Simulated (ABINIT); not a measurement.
# C (C2/m) in ABINIT: reference runs, part 2 of 2

ABINIT 10.8.3 (patched build).

**3. Single point, PBE**

run.py reads:

```python
import json, os
import numpy as np
from ase.units import GPa
from ase.calculators.abinit import Abinit, AbinitProfile
from ase.io import read

atoms = read('C.xyz')

profile = AbinitProfile(command='abinit', pp_paths=[os.path.abspath('pseudos')])
params = dict(
    pps='pawxml', xc='PBE',
    chksymtnons=0,
    tolsym=1e-06,
    ecut=517.0163,
    pawecutdg=1034.0327,
    pawovlp=30,
    kptopt=1,
    ngkpt=[13, 13, 8],
    nshiftk=1,
    shiftk=[0.0, 0.0, 0.0],
    ixc=11,
    nband=8,
    occopt=3,
    tsmear=0.05,
    nstep=100,
    tolvrs=1e-09,
    prtwf=0,
    prtden=0,
)

atoms.calc = Abinit(profile=profile, directory='run', **params)
energy = atoms.get_potential_energy()
forces = atoms.get_forces()
stress = atoms.get_stress()
print(f'energy {energy:.6f} eV')
print('forces (eV/A)')
print(np.round(forces, 5))
print('stress (GPa, Voigt, tension positive)', np.round(stress / GPa, 4))
json.dump(dict(energy=energy, forces=forces.tolist(), stress=stress.tolist(), cell=atoms.cell.tolist(), frac=atoms.get_scaled_positions(wrap=False).tolist()), open('results.json', 'w'))
```

C.xyz reads:

```xyz
2
Lattice="2.1273203072 -1.2282824400 0.0000000000 2.1273203072 1.2282824400 0.0000000000 -1.3790696309 0.0000000000 3.5028300786" Properties=species:S:1:pos:R:3 pbc="T T T"
C     -0.6699289920      0.0000000000      3.5025041753
C      3.5454999755      0.0000000000      0.0003259033
```

Potentials or basis: JTH PAW PBE v2.0.

The run is started by

```
python run.py
```

What it wrote:

```text
energy -312.781208 eV
forces (eV/A)
[[-0.01043 -0.       0.00149]
 [ 0.01043  0.      -0.00149]]
stress (GPa, Voigt, tension positive) [-4.0848 -4.0241 -2.2019  0.      0.024   0.    ]
```

abinit.in:

```text
chksymtnons 0
ecut 517.0163 eV
ixc 11
kptopt 1
natom 2
nband 8
ngkpt
13 13 8
nshiftk 1
nsppol 1
nstep 100
occopt 3
pawecutdg 1034.0327 eV
pawovlp 30
prtden 0
prtwf 0
shiftk
0.0 0.0 0.0
tolsym 1e-06
tolvrs 1e-09
tsmear 0.05 eV
#Definition of the unit cell
acell
1.00000000000000 1.00000000000000 1.00000000000000 Angstrom
rprim
2.12732030720000 -1.22828244000000 0.00000000000000
2.12732030720000 1.22828244000000 0.00000000000000
-1.37906963090000 0.00000000000000 3.50283007860000
chkprim 0 # Allow non-primitive cells
#Definition of the atom types
ntypat 1
znucl 6
#Enumerate different atomic species
typat
 1 1
pseudos "./pseudos/C.GGA_PBE-JTH.xml"
#Definition of the atoms
xcart
-1.26598231863800 0.00000000000000 6.61877364591733
6.70002393285654 0.00000000000000 0.00061586798051
chkexit 1 # abinit.exit file in the running directory terminates after the current SCF
```

abinit.abo:

```text
.Version 10.8.3 of ABINIT
 Symmetries : space group C2/m (# 12); Bravais mC (1-face-center monocl.)
================================================================================
 Values of the parameters that define the memory need of the present run
     intxc =       0    ionmov =       0      iscf =      17    lmnmax =       8
     lnmax =       4     mgfft =      30  mpssoang =       2    mqgrid =    3001
     natom =       2  nloc_mem =       2    nspden =       1   nspinor =       1
    nsppol =       1      nsym =       4    n1xccc =       1    ntypat =       1
    occopt =       3   xclevel =       2
       mpw =         502          nfft =       12000          nkpt =         371
 PAW method is used; the additional fine FFT grid is defined by:
   mgfftf=        40    nfftf =     29160
================================================================================
================================================================================

--------------------------------------------------------------------------------
------------- Echo of variables that govern the present computation ------------
--------------------------------------------------------------------------------
 -outvars: echo values of preprocessed input variables --------
            acell      1.8897261259E+00  1.8897261259E+00  1.8897261259E+00 Bohr
              amu      1.20110000E+01
          chkexit           1
          chkprim           0
      chksymtnons           0
             ecut      1.89999986E+01 Hartree
                       outvar_i_n : Printing only first  50 k-points.
[... 203 lines left out ...]
PAW spherical_terms :  8.20477117924274E-01
internal            : -1.14945068432484E+01
'-kT*entropy'       : -4.14279368973225E-08
total_energy_dc     : -1.14945068846763E+01
total_energy_dc_eV  : -3.12781466546015E+02
...

--- !EnergyTermsWithPAWCore
iteration_state     : {dtset: 1, }
comment             : 'Components of total free energy, including PAW core contributions'
Total energy        : -7.62083316777115E+01
Total energy DC     : -7.62083411952371E+01
Total energy (eV)   : -2.07373434844404E+03
Total energy DC (eV): -2.07373460742910E+03
...

 Cartesian components of stress tensor (hartree/bohr^3)
  sigma(1 1)= -1.38839358E-04  sigma(3 2)=  0.00000000E+00
  sigma(2 2)= -1.36776732E-04  sigma(3 1)=  8.17417057E-07
  sigma(3 3)= -7.48427252E-05  sigma(2 1)=  0.00000000E+00

-Cartesian components of stress tensor (GPa)         [Pressure=  3.4370E+00 GPa]
- sigma(1 1)= -4.08479493E+00  sigma(3 2)=  0.00000000E+00
- sigma(2 2)= -4.02411038E+00  sigma(3 1)=  2.40492401E-02
- sigma(3 3)= -2.20194900E+00  sigma(2 1)=  0.00000000E+00

== END DATASET(S) ==============================================================
================================================================================

 -outvars: echo values of variables after computation  --------
            acell      1.8897261259E+00  1.8897261259E+00  1.8897261259E+00 Bohr
           etotal     -1.1494506885E+01
            fcart     -2.0274035057E-04 -1.2471427791E-20  2.8898914753E-05
                       2.0274035057E-04  1.2471427791E-20 -2.8898914753E-05
            rprim      2.1273203072E+00 -1.2282824400E+00  0.0000000000E+00
                       2.1273203072E+00  1.2282824400E+00  0.0000000000E+00
                      -1.3790696309E+00  0.0000000000E+00  3.5028300786E+00
           strten     -1.3883935764E-04 -1.3677673166E-04 -7.4842725209E-05
                       0.0000000000E+00  8.1741705670E-07  0.0000000000E+00
           xangst     -6.6992899197E-01  1.3254531220E-19  3.5025041752E+00
                       3.5454999754E+00 -1.3408827062E-17  3.2590329999E-04
             xred      1.6664447000E-01  1.6664447000E-01  9.9990695997E-01
                       8.3335552996E-01  8.3335552996E-01  9.3039996996E-05
 Calculation completed.
```

It took 30 s on 1 thread of Arm Neoverse V1, shared host; peak memory 0.12 GiB.

Results:

- Free energy: -312.7815 eV
- Pressure: 3.4 GPa
- Largest force: 0.011 eV/Å
- Band gap on the k mesh: 0.93 eV, indirect (least direct gap 0.94 eV)

Forces in eV/Å, atoms in the order of the input:
```
C   -0.010  0.000  0.001
C    0.010  0.000 -0.001
```

Stress tensor (GPa, compression positive):
```
 4.08  0.00 -0.02
 0.00  4.02  0.00
-0.02  0.00  2.20
```

Caveat: an odd mesh through Γ misses points on the zone boundary, where band edges often lie; this functional lacks dispersion, which binds the layers, so the pressure and a relaxed spacing across them are unreliable; the atomic spheres overlap.

**4. Single point, PBE (atoms moved at random, drawn with an rms of 0.05 Å)**

run.abi reads:

```
# Pseudopotentials
pp_dirpath "./"
pseudos "C.GGA_PBE-JTH.xml"

# Structure
acell 2.4564546488 2.4564546488 3.7645254158 Angstrom
rprim
     0.8660124494    -0.5000224370     0.0000000000
     0.8660124494     0.5000224370     0.0000000000
    -0.3663329314     0.0000000000     0.9304838437
ntypat 1
znucl 6
natom 2
typat 1 1
xcart
    -1.2554972716     0.0794611336     6.6330982653
     6.7309138800     0.0074182913     0.0431848972
chkprim 0
chksymtnons 0
tolsym 1.0e-6

# Plane-wave basis
ecut 517.016339 eV
pawecutdg 38.0
pawovlp 30

# k points
kptopt 1
ngkpt 13 13 8
nshiftk 1
shiftk 0.0 0.0 0.0

# Exchange and correlation
ixc 11

# Bands and occupations
nband 8
occopt 3
tsmear 0.05 eV

# SCF cycle
nstep 100
tolvrs 1.0e-9

# Output
iomode 3
prtwf 0
prtden 0
prteig 0
prtebands 0
enunit 2
```

Potentials or basis: JTH PAW PBE v2.0.

The run is started by

```
abinit run.abi > log 2>&1
```

run.abo:

```text
.Version 10.8.3 of ABINIT
 Symmetries : space group P-1 (#  2); Bravais aP (primitive triclinic)
================================================================================
 Values of the parameters that define the memory need of the present run
     intxc =       0    ionmov =       0      iscf =      17    lmnmax =       8
     lnmax =       4     mgfft =      30  mpssoang =       2    mqgrid =    3001
     natom =       2  nloc_mem =       2    nspden =       1   nspinor =       1
    nsppol =       1      nsym =       2    n1xccc =       1    ntypat =       1
    occopt =       3   xclevel =       2
       mpw =         502          nfft =       12000          nkpt =         677
 PAW method is used; the additional fine FFT grid is defined by:
   mgfftf=        40    nfftf =     29160
================================================================================
================================================================================

[... 244 lines left out ...]
- sigma(1 1)= -6.20841886E+00  sigma(3 2)= -2.82643914E-01
- sigma(2 2)= -3.77081711E+00  sigma(3 1)=  1.08154777E-01
- sigma(3 3)= -2.10724202E+00  sigma(2 1)= -4.20666687E+00

== END DATASET(S) ==============================================================
================================================================================

 -outvars: echo values of variables after computation  --------
            acell      4.6420265269E+00  4.6420265269E+00  7.1139220299E+00 Bohr
           etotal     -1.1492884915E+01
            fcart      1.0036594363E-02 -4.0150953969E-02  4.8113592603E-03
                      -1.0036594363E-02  4.0150953969E-02 -4.8113592603E-03
            rprim      8.6601244940E-01 -5.0002243700E-01  0.0000000000E+00
                       8.6601244940E-01  5.0002243700E-01  0.0000000000E+00
                      -3.6633293140E-01  0.0000000000E+00  9.3048384370E-01
           strten     -2.1101986802E-04 -1.2816746836E-04 -7.1623700565E-05
                      -9.6068713757E-06  3.6761061456E-06 -1.4298170061E-04
           xangst     -6.6438054403E-01  4.2049021025E-02  3.5100844373E+00
                       3.5618462314E+00  3.9255906971E-03  2.2852463438E-02
             xred      1.5153299989E-01  1.8576699987E-01  1.0020709993E+00
                       8.3768399940E-01  8.4087999942E-01  6.5240000015E-03
 Calculation completed.
```

Wall time 52 s (1 thread of Arm Neoverse V1, shared host); peak memory 0.16 GiB.

Results:

```yaml
Free_energy: -312.7373 eV
Pressure: 4.0 GPa
Largest_force: 2.143 eV/Å
Band_gap_on_the_k_mesh: 0.50 eV, direct
```

Forces in eV/Å, atoms in the order of the input:
```
C    0.516 -2.065  0.247
C   -0.516  2.065 -0.247
```

Stress tensor (GPa, compression positive):
```
 6.21  4.21 -0.11
 4.21  3.77  0.28
-0.11  0.28  2.11
```

Levels at points of the mesh, in eV from the valence-band top:
| k point | band 2 | band 3 | band 4 | band 5 | band 6 | band 7 |
| --- | --- | --- | --- | --- | --- | --- |
| (0.00, 0.00, 0.00) | -6.63 | -3.38 | -2.17 | 4.14 | 7.86 | 9.44 |
| (0.00, 0.00, 0.50) | -8.19 | -3.39 | -2.18 | 7.83 | 9.40 | 9.77 |

Caveat: an odd mesh through Γ misses points on the zone boundary, where band edges often lie; the atomic spheres overlap.
